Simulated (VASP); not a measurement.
Here is a VASP 6.6.1 calculation.

INCAR

```
SYSTEM = W
  ALGO = Normal
  EDIFF = 1E-7
  EDIFFG = -0.01
  ENCUT = 600
  IBRION = 2
  ISIF = 3
  ISMEAR = -1
  LASPH = .True.
  LCHARG = .False.
  LREAL = .False.
  LWAVE = .False.
  NELM = 100
  NSW = 60
  PREC = Accurate
  SIGMA = 0.05
```

Contents of KPOINTS:

```
k-points
0
Gamma
  11 11 11
  0 0 0
```

File POSCAR:

```
W
1.0
    0.0000000000      2.0300000000      2.0300000000
    2.0300000000      0.0000000000      2.0300000000
    2.0300000000      2.0300000000      0.0000000000
W
1
Direct
    0.0000000000      0.0000000000      0.0000000000
```

Potentials or basis: VASP PAW LDA potentials, release 64 (W_sv).

Launch:

```sh
$ cat potpaw_LDA.64/W_sv/POTCAR > POTCAR
$ mpirun -np 1 vasp_std > vasp.out
```

Predict the relaxed cell.

a = 2.817 Å, b = 2.817 Å, c = 2.817 Å, α = 60.00°, β = 60.00°, γ = 60.00°.

Estimate the band gap on the k mesh.

none (metal or under the smearing width).

The path:
```csv
step,energy change (eV),largest force (eV/Å),pressure (GPa),volume (Å³)
1,0.0000,0.0000,-16.17,16.73
2,0.6482,0.0000,91.63,12.97
3,-0.0482,0.0000,-1.64,15.89
4,-0.0486,0.0000,-0.29,15.83
5,-0.0486,0.0000,0.06,15.81
```

The run has no spin-orbit coupling, so splittings on W are missing. Zero-point motion and thermal expansion aren't in these numbers.
